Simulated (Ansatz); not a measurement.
# Ni (P6_3/mmc) in Ansatz: relaxation of cell and atoms with PBEsol+D3(BJ)

Aim: the relaxation of cell and atoms of Ni with PBEsol+D3(BJ).

Everything below comes from runs of Ansatz 0.2.0. Logs are shortened: lines on timing, memory, paths and dates and some standing lists are left out, and cuts for length are marked.

### 1 The structure

Symmetry: P6_3/mmc, No. 194, hexagonal system. Conventional cell: a = 2.448 Å, b = 2.448 Å, c = 4.073 Å, α = 90.00°, β = 90.00°, γ = 120.00°. Around Ni (site symmetry -6m2) lie 12 Ni at 2.45 to 2.48 Å.

This isn't the form of Ni at room conditions, which is fcc.

### 2 Relaxation of cell and atoms, PBEsol+D3(BJ), collinear spin, ferromagnetic start

Contents of input.yaml:

```yaml
crystal:
  lattice:
    - [2.4480228978, 0.0, 0.0]
    - [-1.2240114489, 2.1200500186, 0.0]
    - [0.0, 0.0, 4.07280757]
  atoms:
    - { symbol: Ni, position: [0.6666666667, 0.3333333333, 0.75], spin: 1.0 }
    - { symbol: Ni, position: [0.3333333333, 0.6666666667, 0.25], spin: 1.0 }
hamiltonian:
  xc: pbesol
  pseudopotentials: { kind: paw }
  dispersion: d3bj
magnetization:
  spin_polarized: true
kpoints:
  mp_grid: { grid: [12, 12, 7] }
scf:
  occupations: { method: fermi_dirac, width: 0.05 }
output:
  forces: true
  stress: true
  eigenvalues: true
relax:
  f_tol: 0.01
  max_steps: 40
  cell: { stress_tol: 0.05 }
```

Potentials or basis: Ansatz PAW.

Launch:

```
$ ansatz run input.yaml --threads 2 --pin off --max-ram 5632MiB --backend cpu --events-out ev --progress --plain --runs-dir out
```

Log:

```text
Warning: RAYON_NUM_THREADS=2 ignored (pool sized by the plan → 2); use --threads N
Engine: ansatz 0.2.0, aarch64-unknown-linux-gnu
Pseudopotentials: kind: paw
Pseudopotential: Ni, paw, valence charge 18, recommended cutoff 420 eV (normal), Ni.paw.azcp
Functional definition: PBEsol
  exchange = pbesol_x
  correlation = pbesol_c
Crystal: 2 atoms, lattice volume = 21.138 Å³
Basis set: ecut = 420 eV, 391 PW (Γ), exchange–correlation on 36×36×60 points (8 copies of the dense FFT grid, shifted against one another)
Bands: 23, of which v1, the nominal top of the filled ones, is band 18 counted from 1 (17 counted from 0)
Symmetry: 24 space group operations
Space group: P63/mmc (ITA 194), of the structure as read, at distance tolerance 2.8e-5 Å
Magnetic group: BNS 194.263 (UNI 1493), of the structure as read, at distance tolerance 2.8e-5 Å
k-points: 76 of 1008
Non-local potential: Ni, projectors of the file, l = 0: 3, l = 1: 2, l = 2: 3, l = 3: 1
PAW form: soft (Blöchl's): semilocal exchange-correlation on the pseudo side does not see the compensation charge
PAW frozen core: Ni, regenerated for the run's functional, and the local potential with it (the file was generated under x = pbe(κ = 0.804, μ = 0.2195149727645171), c = pbe(β = 0.06672455060314922))
PAW one-centre angular grid: Ni, 590 points (default); XC on 64 Gauss nodes
Initial density: superposition of atomic densities (chi_scale 0.1, normalization cell)
Starting moments: Σ|m| = 2 μB on 2 of 2 sites
Initial wavefunctions: pseudopotential atomic-orbital guess
Functional: x = pbesol(κ = 0.804, μ = 0.12345679012345678), c = pbesol(β = 0.046)
SCF iter   1: F=—  HF=-11609.468283 eV  |F-HF|=—  |Δ(HF+E_count)|=         —  Δρ=7.27e-2 (↑4.51e-2 ↓7.27e-2)  dr2=1.77e0  dr2_m=4.14e-2  M=1.828 μB ∫|m|=1.929 μB  β_m=0.30  ethr=3.10e-3  ⟨swp⟩=5.0  Hψ=12956  notcnv=0
Mixer restart at iter 1: flushing history
preconditioner: auto → none  [metal: Δε(μ)=0.014 eV  Ē_g=9.672 eV  σ=0.050 eV  W_gap=0.07  n_scr=8 (ndim 8)  ℏωp=36.1 eV  f_vac=0.000  D(μ)=3.51/eV (n_scr^D=54)  sad-step TF]
SCF iter   2: F=—  HF=-11608.987387 eV  |F-HF|=—  |Δ(HF+E_count)|=   4.81e-1  Δρ=1.24e-2 (↑1.24e-2 ↓1.12e-2)  dr2=2.52e-2  dr2_m=8.74e-3  M=1.685 μB ∫|m|=1.825 μB  β_m=0.29  ethr=3.10e-3  ⟨swp⟩=2.6  Hψ=6611  notcnv=0  defer=23
SCF iter   3: F=—  HF=-11609.567954 eV  |F-HF|=—  |Δ(HF+E_count)|=         —  Δρ=1.98e-2 (↑9.83e-3 ↓1.98e-2)  dr2=4.65e-2  dr2_m=1.69e-2  M=1.595 μB ∫|m|=1.720 μB  β_m=0.29  ethr=6.99e-5  ⟨swp⟩=2.0  Hψ=6109  notcnv=0  defer=23
Mixer restart at iter 3: flushing history
SCF iter   4: F=—  HF=-11610.026559 eV  |F-HF|=—  |Δ(HF+E_count)|=   4.59e-1  Δρ=1.56e-2 (↑6.32e-3 ↓1.56e-2)  dr2=1.70e-2  dr2_m=1.73e-2  M=1.551 μB ∫|m|=1.687 μB  β_m=0.61  ethr=6.99e-5  ⟨swp⟩=2.1  Hψ=6549  notcnv=0  defer=23
SCF iter   5: F=—  HF=-11610.688650 eV  |F-HF|=—  |Δ(HF+E_count)|=   6.62e-1  Δρ=2.72e-2 (↑5.35e-3 ↓2.72e-2)  dr2=1.08e-1  dr2_m=3.21e-2  M=1.373 μB ∫|m|=1.530 μB  β_m=0.53  ethr=4.73e-5  ⟨swp⟩=2.2  Hψ=6724  notcnv=0  defer=23  recentre
SCF iter   6: F=-11610.725114 eV  HF=-11610.649367 eV  |F-HF|=7.57e-2  |Δ(HF+E_count)|=   3.93e-2  Δρ=8.69e-3 (↑8.69e-3 ↓3.78e-3)  dr2=4.35e-3  dr2_m=6.89e-3  M=1.435 μB ∫|m|=1.585 μB  β_m=0.69  ethr=4.73e-5  ⟨swp⟩=2.2  Hψ=6835  notcnv=0  defer=23
SCF iter   7: F=-11610.757579 eV  HF=-11610.759137 eV  |F-HF|=1.56e-3  |Δ(HF+E_count)|=   1.10e-1  Δρ=3.83e-3 (↑3.42e-3 ↓3.83e-3)  dr2=6.50e-3  dr2_m=5.54e-5  M=1.299 μB ∫|m|=1.460 μB  β_m=0.87  ethr=1.21e-5  ⟨swp⟩=2.1  Hψ=7443  notcnv=0  defer=31
SCF iter   8: F=-11610.760364 eV  HF=-11610.760433 eV  |F-HF|=6.90e-5  |Δ(HF+E_count)|=   1.30e-3  Δρ=7.70e-4 (↑3.62e-4 ↓7.70e-4)  dr2=1.43e-4  dr2_m=1.25e-5  M=1.303 μB ∫|m|=1.462 μB  β_m=0.83  ethr=1.21e-5  ⟨swp⟩=2.2  Hψ=5827  notcnv=0  defer=33
[... 76 lines left out ...]
Absolute magnetization: 1.4227 μB (∫|ρ↑−ρ↓|, with the PAW one-centre terms)
Spin contamination: 0.0110 ħ² per cell (⟨S²⟩ above its minimum at these occupations)
Per-site moments (μB) at R_I (Å): [(0.6688372423813942, 1.0006057445603493), (0.6688372423813943, 1.0006057445603493)]
Free energy (F): -11610.791229 eV
Harris-Foulkes:  -11610.791229 eV  (|F-HF|=5.46e-12)
Internal energy: -11610.757241 eV  (E = F + TS)
E sigma→0 (E₀):  -11610.774235 eV
Entropy (-TS):   -0.033989 eV (-16.994 meV/atom)
Fermi energy:    19.741701 eV
--- Per-component energies (eV) ---
  E_band       = -516.051667
  E_kinetic    = 567.638665
  E_local      = -6631.499182  (includes V_loc(G=0)·N_el)
  E_nonlocal   = 1271.472999
  E_hartree    = 2770.011633
  E_xc         = -170.372823
  E_vxc        = -220.541361  (∫ρ·V_xc dr)
  E_paw        = -3187.937127  (= ΣΔE_a)
  E_vpaw       = -1043.147160  (= ΣTr[D̂ρ^β])
  E_aug_tail   = 0.000955  (compensation charges beyond the density's cutoff)
  E_ewald      = -6229.569324
  E_disp       = -0.897614  (pairwise vdW)
  E_core_change = 0.394578  (= ΣΔE_core)
  E_smearing   = -0.033989  (= −TS)
  E_closure    = -0.000000  (closes the sum)
  Σ components = -11610.791229   (vs F -11610.791229, Δ=0.00e0)
--- Forces (eV/Å), atoms counted from 1 ---
  atom   1  Ni    -0.00000000     0.00000000    -0.00000000
  atom   2  Ni     0.00000000    -0.00000000     0.00000000
  max |Σ_I F_I| component: 4.63e-18 eV/Å
--- Stress (GPa, compression-positive) ---
        0.022224       0.000000      -0.000000
        0.000000       0.022224      -0.000000
       -0.000000      -0.000000       0.028856
  P = ⅓ Tr σ = 0.0244 GPa (0.244 kbar)
--- Band table (eV; the first three rows and the last of 152) ---
  k-point 0 ↑: bands = ["-83.7684", "-83.7216", "-44.4074", "-44.1780", "-44.1780", "-44.1376", "-44.1376", "-44.1212", "10.0177", "14.3824", "17.0715", "17.1709", "17.1709", "17.4772", "17.4772", "17.9298", "17.9298", "18.9997", "18.9997", "19.1006", "25.7938", "42.6726", "45.2359"]
  k-point 1 ↑: bands = ["-83.7660", "-83.7239", "-44.3934", "-44.1759", "-44.1759", "-44.1396", "-44.1396", "-44.1356", "10.2276", "14.2897", "17.0188", "17.1291", "17.1291", "17.4265", "17.4265", "18.0419", "18.0419", "18.3846", "18.9852", "18.9852", "26.9835", "42.5689", "43.9256"]
  k-point 2 ↑: bands = ["-83.7596", "-83.7304", "-44.3541", "-44.1757", "-44.1704", "-44.1704", "-44.1452", "-44.1452", "10.8404", "13.8624", "16.8841", "17.0771", "17.0771", "17.2820", "17.3045", "17.3045", "18.2901", "18.2901", "18.9224", "18.9224", "29.6396", "40.1486", "42.9330"]
  k-point 75 ↓: bands = ["-82.8754", "-82.8754", "-43.5535", "-43.5535", "-43.5100", "-43.4909", "-43.3742", "-43.3742", "16.3404", "16.3865", "16.3865", "16.4381", "17.2252", "17.2252", "18.4756", "18.7074", "19.7830", "19.7830", "25.6326", "25.6326", "26.7074", "28.0370", "29.6764"]
--- Relaxed structure (5 steps of the walk, 5 accepted, 1 SCFs on fresh bases) ---
  F+E_penalty+E_count = -11610.79122946 eV   max|allowed force component| = 9.252e-18 eV/Å   (the final SCF, on the basis selected at the relaxed cell)
  cell:  # Å, volume = 20.2402 Å³
    - [2.425710895903877, 0.0, 0.0]
    - [-1.2128554479519384, 2.1007272580894676, 0.0]
    - [0.0, 0.0, 3.9719622971578734]
  atoms:
    - { symbol: Ni, position: [0.6666666666666666, 0.3333333333333333, 0.7500000000000001] }
    - { symbol: Ni, position: [0.3333333333333333, 0.6666666666666666, 0.25000000000000006] }
```

Run time: 18 s. Hardware: 2 threads of Arm Neoverse V1, shared host; peak memory 0.31 GiB.

What came out:

* Free energy: -11610.7912 eV
* Relaxed volume: 10.12 Å³/atom
* Relaxed cell: a = 2.426 Å, b = 2.426 Å, c = 3.972 Å, α = 90.00°, β = 90.00°, γ = 120.00°
* Space group after relaxing (to 0.05 Å): P6_3/mmc (No. 194)
* Energy gained by relaxing: 15.4 meV/atom
* Ionic steps: 6
* Pressure after relaxing: 0.0 GPa
* Band gap on the k mesh: none (metal or under the smearing width)
* Net moment: 1.27 μB per cell
* Absolute moment: 1.42 μB per cell
* Site moments: Ni +0.67 μB

Step by step:
```tsv
step	energy change (eV)	largest force (eV/Å)	volume (Å³)
1	0.0000	0.0000	21.14
2	-0.0227	0.0000	20.68
3	-0.0311	0.0000	20.19
4	-0.0311	0.0000	20.24
5	-0.0311	0.0000	20.24
6	-0.0308	0.0000	20.24
```

Final structure:
```
CELL_PARAMETERS angstrom
2.42571 0.00000 0.00000
-1.21286 2.10073 0.00000
0.00000 0.00000 3.97196
ATOMIC_POSITIONS crystal
Ni 0.66667 0.33333 0.75000
Ni 0.33333 0.66667 0.25000
```

Caveat: the plane-wave basis is chosen anew once the cell has moved, so the energies of steps on either side of that aren't comparable; pairwise dispersion overbinds metals, which lowers pressure and volume; the PAW data sets come from PBE, with cores solved anew for the run's functional, which leaves a small shift of forces and pressure.
